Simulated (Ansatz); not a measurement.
Zr: energy change per atom and pressure as volume scale varies

Results calculated with Ansatz 0.2.0, not measured. Plane-wave DFT, scalar-relativistic PAW made under PBE with cores redone for the functional, no dispersion; the given relaxed cell is scaled uniformly, energy at zero smearing counts from the unscaled cell, pressure at the given Fermi-Dirac smearing is positive in compression.

The cell before it is scaled or strained (space group Pm-3m, No. 221):
```
CELL_PARAMETERS angstrom
2.91350 0.00000 0.00000
0.00000 2.91350 0.00000
0.00000 0.00000 2.91350
ATOMIC_POSITIONS crystal
Zr 0.00000 0.00000 0.00000
```

Settings of every row: spin polarised no; functional PBE; wave cutoff 420 eV; smearing width 0.1 eV; k mesh 18x18x18.

Atom starting moment: 0 on all atoms.

Limits: the cell comes from a prototype or a list of computed structures and needn't be the stable phase.

```
row  volume scale  V (Å³/atom)  energy change per atom (meV)  pressure (GPa)
  1          0.88       21.763                         92.47            11.2
  2          0.92       22.753                             ?               ?
  3          0.96       23.742                          8.84             3.2
  4          1.04        25.72                          8.34           -2.32
  5          1.08        26.71                         30.91           -4.41
  6          1.12       27.699                         65.25           -6.15
```

Question: what energy change per atom and pressure should row 2 give?

Worked fit of energy change per atom. Take u = (V_r/V)^(2/3) − 1 with V_r = 25.72 Å³ an atom, which is twice the finite (Eulerian) strain; such expansions in the strain, on which the Birch-Murnaghan equation of state is built, carry the rest volume and the bulk modulus. The shown rows have u = 0.11781, 0.0548, 0, -0.02487, -0.04822. Least squares give energy change per atom = 8.602 − 623.144 × u + 11339.49 × u² meV; a straight line predicts inner rows, each left out in turn, worse (root mean square 38 against 0.56 meV). The rows lie off it by -0.10, 0.33, -0.26, -0.20, 0.23 (root mean square 0.24 meV). The withheld row has u = 0.08515, so the fit gives 8.602 − 623.144 × (0.08515) + 11339.49 × (0.08515)² = 37.76 meV.

The calculation gave 38.32 meV. The fit lies 0.56 meV (1.5 % of the value, 0.67 % of the column's range) below it; its largest miss of a shown row is 0.33 meV.

Worked fit of pressure. Take u = (V_r/V)^(2/3) − 1 with V_r = 25.72 Å³ an atom, which is twice the finite (Eulerian) strain; such expansions in the strain, on which the Birch-Murnaghan equation of state is built, carry the rest volume and the bulk modulus. The shown rows have u = 0.11781, 0.0548, 0, -0.02487, -0.04822. Least squares give pressure = −2.331 + 89.377 × u + 215.94 × u² GPa; a straight line predicts inner rows, each left out in turn, worse (root mean square 0.72 against 0.025 GPa). The rows lie off it by 0.00, -0.02, 0.01, 0.01, -0.01. The pressure vanishes at u = 0.0246, or V = 24.8 Å³ an atom, and there the bulk modulus at fixed shape and fractions is B = −V dP/dV = (2/3)(1 + u) dP/du = 68.3 GPa. The withheld row has u = 0.08515, so the fit gives −2.331 + 89.377 × (0.08515) + 215.94 × (0.08515)² = 6.85 GPa.

The calculation gave 6.83 GPa. The fit lies 0.02 GPa (0.12 % of the column's range) above it; its largest miss of a shown row is 0.02 GPa.
